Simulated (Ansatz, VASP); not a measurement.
BN: VASP beside Ansatz

```xyz
2
Lattice="1.2342 0.7126 3.3273 -1.2342 0.7126 3.3273 0.0000 -1.4251 3.3273" Properties=species:S:1:pos:R:3 pbc="T T T"
N     0.0000    0.0000    6.6604
B     0.0000    0.0000    0.0033
```

Change from the starting cell: volume scaled by 0.96.

Alike in both runs: task single point; functional LDA; k mesh 12 × 12 × 12; occupations fermi-dirac, width 0.05 eV; no spin polarisation.

|  | VASP | Ansatz |
| --- | --- | --- |
| version | VASP 6.6.1 | Ansatz 0.2.0 |
| potentials or method | VASP PAW LDA potentials, release 64 (N, B), cutoff 520 eV | all-electron LAPW, scalar-relativistic |

Ansatz gave:

```
gap on the k mesh at the Fermi level (eV)       : 4.15
least direct gap on the mesh (eV)               : 4.66
pressure (GPa)                                  : 6.1
largest component of the traceless stress (GPa) : 6.87
```

Problem. What did VASP give for the same quantities?

Solution. gap on the k mesh at the Fermi level (eV): 4.14; least direct gap on the mesh (eV): 4.65; pressure (GPa): 6.5; largest component of the traceless stress (GPa): 7.36.

Ansatz ran all-electron here, so the differences hold the error of VASP's frozen core and of both bases.

A k mesh can miss the band edges.
